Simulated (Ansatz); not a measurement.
# InP: the cost of one run

Program: Ansatz 0.2.0. Level of theory: DFT PBE, scalar-relativistic, plane waves, PAW. These are calculated values, not measurements.

6 further runs of the same task are left out: 1 that didn't finish, 5 set aside as unsound or not needed.

### Step 1. The structure to begin with

Symmetry: Fm-3m, No. 225, cubic system. Conventional cell: a = 5.544 Å, b = 5.544 Å, c = 5.544 Å, α = 90.00°, β = 90.00°, γ = 90.00°. Around In (site symmetry m-3m) lie 6 P at 2.77 Å. P (site symmetry m-3m) has 6 In at 2.77 Å as nearest neighbours.

Structure file:

```cif
data_structure
_symmetry_space_group_name_H-M 'P 1'
_symmetry_Int_Tables_number 1
_cell_length_a 3.9202
_cell_length_b 3.9202
_cell_length_c 3.9202
_cell_angle_alpha 60.000
_cell_angle_beta 60.000
_cell_angle_gamma 60.000
_cell_volume 42.60
loop_
_atom_site_label
_atom_site_type_symbol
_atom_site_fract_x
_atom_site_fract_y
_atom_site_fract_z
_atom_site_occupancy
In1 In 0.00000 0.00000 0.00000 1
P1 P 0.50000 0.50000 0.50000 1
```

This cell was relaxed beforehand with the same method: volume 21.30 Å³/atom, gap on the mesh none (metal).

### Step 2. Phonons at Γ, at rest

The input, input.yaml:

```yaml
crystal:
  lattice:
    - [0.0, 2.771981622, 2.771981622]
    - [2.771981622, 0.0, 2.771981622]
    - [2.771981622, 2.771981622, 0.0]
  atoms:
    - { symbol: In, position: [0.0, 0.0, 0.0] }
    - { symbol: P, position: [0.5, 0.5, 0.5] }
basis:
  ecutwfc: 420
kpoints:
  mp_grid: { grid: [14, 14, 14] }
hamiltonian:
  xc: pbe
scf:
  occupations: { method: fermi_dirac, width: 0.15 }
output:
  eigenvalues: true
phonons:
  method: dfpt
  eigenvectors: true
```

Command:

```console
> ansatz run input.yaml --threads 1 --pin off --max-ram 3072MiB --backend cpu --events-out ev --progress --plain --runs-dir out
```

Q: Estimate wall time and peak memory on 1 thread of Intel Xeon Platinum 8488C (Sapphire Rapids), shared host.

About 27 s, with a peak of 0.78 GiB.
